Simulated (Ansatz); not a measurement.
The cell is LiH in the zincblende structure; cell and atoms were relaxed with r2SCAN. The symmetry is F-43m (No. 216, cubic); a = 4.290 Å in the conventional setting, 9.87 Å³ an atom. Li has 4 H at 1.86 Å; H has 4 Li at 1.86 Å.

```cif
data_structure
_symmetry_space_group_name_H-M 'F-43m'
_symmetry_Int_Tables_number 216
_cell_length_a 4.2902
_cell_length_b 4.2902
_cell_length_c 4.2902
_cell_angle_alpha 90.000
_cell_angle_beta 90.000
_cell_angle_gamma 90.000
_cell_volume 78.97
loop_
_atom_site_label
_atom_site_type_symbol
_atom_site_symmetry_multiplicity
_atom_site_Wyckoff_symbol
_atom_site_fract_x
_atom_site_fract_y
_atom_site_fract_z
_atom_site_occupancy
Li1 Li 4 a 0.00000 0.00000 0.00000 1
H1 H 4 d 0.25000 0.25000 0.75000 1
```

The questions ask for values computed with Ansatz 0.2.0 on this geometry. Note: simulated data, non-magnetic, for a generated structure that need not be the stable one.

(1) What gap does r2SCAN give, and where are the band edges?

(2) How does the gap change from r2SCAN to LDA (10×10×10)?

(3) What does PBE give for the gap (10×10×10 mesh)?

(4) Estimate the gap with Hartree-Fock on 8×8×8.

(5) Roughly how does the cost of the r2SCAN0 run (8×8×8) compare with r2SCAN's (10×10×10)?

(6) What fraction of exact exchange does the dielectric-dependent hybrid take (1/ε∞ of PBE, averaged over directions)?

Answers

(1) With r2SCAN the valence top lies at W and the conduction bottom at L, 4.72 eV higher; the smallest vertical gap, at L, is 5.80 eV.

(2) LDA gives an indirect gap of 3.93 eV, from W to L; the least direct gap is 5.02 eV at L–W (0.40 of the way from L). The gap differs by -0.79 eV from r2SCAN's.

(3) With PBE the valence top lies at W and the conduction bottom at L, 4.20 eV higher; the smallest vertical gap, at L–W (0.30 of the way from L), is 5.26 eV. The gap differs by -0.52 eV from r2SCAN's.

(4) The Hartree-Fock gap is indirect, 12.18 eV (W to L), below the direct gap of 13.57 eV at L–W (0.30 of the way from L). The gap differs by +7.46 eV from r2SCAN's.

(5) About 26 times as much (27 core-seconds against 1 core-seconds, on 2 threads of AMD EPYC 9R45 96-Core Processor (Zen 5) (shared host)).

(6) 0.308.

The meshes of the hybrids are coarse, so their gaps aren't converged to the digits shown.
